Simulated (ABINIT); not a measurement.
**Hf in ABINIT: convergence with pawecutdg**

Hf:

```
Hf
1.0
     0.00000    2.22000    2.22000
     2.22000    0.00000    2.22000
     2.22000    2.22000    0.00000
Hf
1
Direct
  0.00000 0.00000 0.00000
```

This isn't the form of Hf at room conditions, which is hcp.

* Program: ABINIT 10.8.3 (patched build)
* Task: single point
* Functional: PBE
* Potentials or basis: JTH PAW PBE v2.0
* Cutoff: 517 eV
* k mesh: 10 × 10 × 10
* Occupations: cold (ABINIT), width 0.1 eV
* Spin: no spin polarisation

These are the settings of the first run; the series varies pawecutdg, with any setting tied to it.

Hardware: 1 thread of Arm Neoverse V2 (shared host).

Question: The values tried are 19 Ha, 22.8, 28.5, 34.2, 41.8, 51.3, 62.7, loosest first. From which on does the energy stay within 1 meV/atom of the tightest run that finished?

Answer: From 22.8 on.

```
pawecutdg  energy less the tightest run (meV/atom)  pressure (GPa)  SCF cycles  CPU time (s)  peak memory (GiB)
    19 Ha                                    -5.56            3.14           8           6.2               0.09
     22.8                                     0.43            2.68           8           6.3               0.09
     28.5                                    -0.35            2.93           8           6.4               0.09
     34.2                                    -0.46            2.76           8           6.3                0.1
     41.8                                     0.23            2.82           9           6.7                0.1
     51.3                                    -0.07            2.84           9             7               0.11
     62.7                                     0.00            2.82           9           7.1               0.12
```

Against the tightest run, the pressure stays within 0.1 GPa from 34.2 on. The tightest run that finished is the yardstick and may itself not be fully converged.

Spin-orbit coupling is left out, which matters for the levels of Hf.
